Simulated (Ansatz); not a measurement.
## Carbon (diamond) across density functionals

All rows: Ansatz, plane waves with scalar-relativistic PAW, 420 eV (500 eV for the SCAN forms), relaxed under each functional, no dispersion correction, no zero-point motion. B₀ comes from uniform scaling at fixed shape; a dash is a value not given.

The measured cell (COD entry 9008564) has a = 3.567 Å, 5.67 Å³/atom.

```
functional  V (Å³/atom)         cell  B₀ (GPa)     magnetic state  ΔE to graphite (meV/atom)
       PBE         5.70  a = 3.572 Å       432  spin not included                        136
    r²SCAN         5.64  a = 3.560 Å       450  spin not included                        113
    PBEsol         5.61  a = 3.554 Å       450  spin not included                         23
    revPBE         5.76  a = 3.584 Å       421  spin not included                        192
      RPBE         5.78  a = 3.589 Å       418  spin not included                        208
      BLYP         5.82  a = 3.597 Å       406  spin not included                        309
```

What does LDA give?

V (Å³/atom): 5.51; cell: a = 3.532 Å; B₀ (GPa): 467; magnetic state: spin not included; ΔE to graphite (meV/atom): -9.
